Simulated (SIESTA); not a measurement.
The system is Fe.

```
CELL_PARAMETERS angstrom
0.00000 1.94174 1.96511
1.49844 0.00000 1.96511
1.49844 1.94174 0.00000
ATOMIC_POSITIONS crystal
Fe 0.00000 0.00000 0.00000
```

Alike in all runs: program SIESTA 5.4.2; functional PBEsol; potentials or basis PseudoDojo 0.4 standard (PBEsol files); basis DZP (energy shift 0.003 Ry; two zetas on semicore shells); grid cutoff 800 Ry; energy shift 0.003 Ry; k mesh 13 × 13 × 13; occupations fermi-dirac, width 0.05 eV.

The same cell was started in several ways:

```csv
start,free energy over the lowest (meV/atom),net moment (μB),site or absolute moments (μB),gap
"collinear spin, ferromagnetic start of up to 3 μB",0.0,2.25,Fe +2.25,none (metal or under the smearing width)
"collinear spin, fm_larger start of up to 4.5 μB",0.0,2.25,Fe +2.25,none (metal or under the smearing width)
"collinear spin, zero start",489.2,0.00,-,none (metal or under the smearing width)
```

The spin-polarised runs without a constraint all converged, yet they end up to 489 meV/atom apart: a converged run can sit in a state that isn't the lowest. A still lower state may exist.

Caveats: the basis of atomic orbitals isn't converged, which shifts pressures, moduli and gaps.
